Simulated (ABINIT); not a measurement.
# TiTe2 in ABINIT: convergence with k mesh

Input of the first run (k mesh 2 × 2 × 1); the others differ in this setting and in those tied to it:

File run.abi:

```
# Pseudopotentials
pp_dirpath "./"
pseudos "Te.LDA_PW-JTH.xml, Ti.LDA_PW-JTH.xml"

# Structure
acell 3.777 3.777 6.498 Angstrom
rprim
     1.0000000000     0.0000000000     0.0000000000
    -0.5000000000     0.8660254038     0.0000000000
     0.0000000000     0.0000000000     1.0000000000
ntypat 2
znucl 52 22
natom 3
typat 1 1 2
xred
     0.3333333333     0.6666666667     0.7372000000
     0.6666666667     0.3333333333     0.2628000000
     0.0000000000     0.0000000000     0.0000000000

# Plane-wave basis
ecut 408.170794 eV
pawecutdg 30.0

# k points
kptopt 1
ngkpt 2 2 1
nshiftk 1
shiftk 0.0 0.0 0.0

# Exchange and correlation
ixc 7

# Bands and occupations
nband 16
occopt 3
tsmear 0.05 eV

# SCF cycle
nstep 100
tolvrs 1.0e-9

# Output
iomode 3
prtwf 0
prtden 0
prteig 0
prtebands 0
enunit 1
prtvol 2
```

Potentials or basis: JTH PAW LDA v2.0.

Launch:

```console
$ abinit run.abi > log 2>&1
```

Hardware: 1 thread of Arm Neoverse V1, on a shared host.

Problem. The values tried are 2 × 2 × 1, 4 × 4 × 2, 5 × 5 × 2, 6 × 6 × 3, 7 × 7 × 4, 8 × 8 × 4, 10 × 10 × 5, 12 × 12 × 6, loosest first. From which on does the largest force stay within 0.005 eV/Å of the tightest run that finished?

Solution. From 10 × 10 × 5 on.

```tsv
k mesh	energy less the tightest run, at zero smearing (meV/atom)	pressure (GPa)	largest force (eV/Å)	SCF cycles	CPU time (s)	peak memory (GiB)
2 × 2 × 1	322.37	-4.36	0.225	14	2.9	0.08
4 × 4 × 2	18.87	-3.82	0.303	13	7.2	0.08
5 × 5 × 2	14.94	-3.79	0.350	13	9.8	0.08
6 × 6 × 3	1.57	-4.03	0.351	13	16	0.09
7 × 7 × 4	-0.88	-3.94	0.309	13	25	0.1
8 × 8 × 4	-1.14	-3.93	0.285	13	30	0.1
10 × 10 × 5	-0.62	-3.93	0.270	13	50	0.12
12 × 12 × 6	0.00	-3.92	0.269	13	84	0.16
```

Against the tightest run, the energy stays within 1 meV/atom from 10 × 10 × 5 on; the pressure stays within 0.1 GPa from 7 × 7 × 4 on. Meshes of other sizes hit other points, so gaps and Fermi surfaces needn't settle smoothly. The tightest run that finished is the yardstick and may itself not be fully converged.

The run has no spin-orbit coupling, so splittings on Te are missing.
